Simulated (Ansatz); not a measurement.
## diamond against fcc along the alkaline-earth metals

Method: Ansatz, DFT, PBE, plane waves (420 eV) with PAW, scalar-relativistic.

Each structure is relaxed within its symmetry, in the lowest magnetic state of the tried starts. Differences under about 8 meV lie within the error of the k-point mesh.

```tsv
element	E(diamond) − E(fcc) (meV/atom)	V(diamond) (Å³/atom)	V(fcc) (Å³/atom)	state of diamond	state of fcc
Be	1555	14.70	7.88	spin not included	spin not included
Mg	758	40.42	23.16	spin not included	spin not included
Ca	1048	78.89	42.17	spin not included	spin not included
Sr	956	110.43	55.04	spin not included	spin not included
Ba	938	57.39	64.17	spin not included	spin not included
```
